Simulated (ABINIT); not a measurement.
Runs of ABINIT 10.8.3 (patched build) on ZrS2. The structure is trigonal, space group P-3m1 (No. 164). The conventional cell has a = 3.691 Å, b = 3.691 Å, c = 6.041 Å, α = 90.00°, β = 90.00°, γ = 120.00°. Zr (site symmetry -3m) is surrounded by 6 S at 2.57 Å. S (site symmetry 3m) is surrounded by 3 Zr at 2.57 Å. The cell is a database's computed one.

```tsv
task	level	potentials or basis	k mesh	cutoff (eV)	fine-grid cutoff	mesh quality	gap on the mesh (eV)	pressure (GPa)	largest force (eV/Å)
single point	PBEsol	JTH PAW PBE v2.0	6 × 6 × 4	544	1088.46 eV	not flagged	1.00	-2.6	0.16
single point	r2SCAN	JTH PAW PBE v2.0	5 × 5 × 3	653	1251.72 eV	not flagged	1.47	(b)	0.06
single point	PBEsol	JTH PAW PBE v2.0	3 × 3 × 2	544	1088.46 eV	coarse	1.15	-2.0	0.28
single point	PBEsol	JTH PAW PBE v2.0	5 × 5 × 3	544	1088.46 eV	not flagged	(a)	(c)	0.17
single point	LDA	JTH PAW LDA v2.0	3 × 3 × 2	544	1088.46 eV	coarse	1.10	-4.0	0.43
band structure	SOGGA	JTH PAW PBE v2.0	8 × 8 × 5	544	1088.46 eV	not flagged	0.97	-3.4	0.21
band structure	BP86	JTH PAW PBE v2.0	8 × 8 × 5	544	1088.46 eV	not flagged	1.04	0.8	0.06
single point	r2SCAN	JTH PAW PBE v2.0	3 × 3 × 2	653	1251.72 eV	coarse	1.56	0.5	0.14
```

Alike in all rows: no spin polarisation; cell as given; smearing fermi-dirac 0.05 eV.

Question: Estimate the missing entries.

Answer: (a) 1.08; (b) 0.1; (c) -2.5.

Caveats: some runs use coarse meshes; the PAW data sets were made with another functional, which shifts forces and pressure a little (some runs); an odd mesh through Γ misses points on the zone boundary, where band edges often lie (some runs); this functional lacks dispersion, which binds the layers, so the pressure and a relaxed spacing across them are unreliable (some runs).

A k mesh can miss the band edges, and the runs leave out spin-orbit coupling on Zr.

Runs at the PBE level aren't shown here.
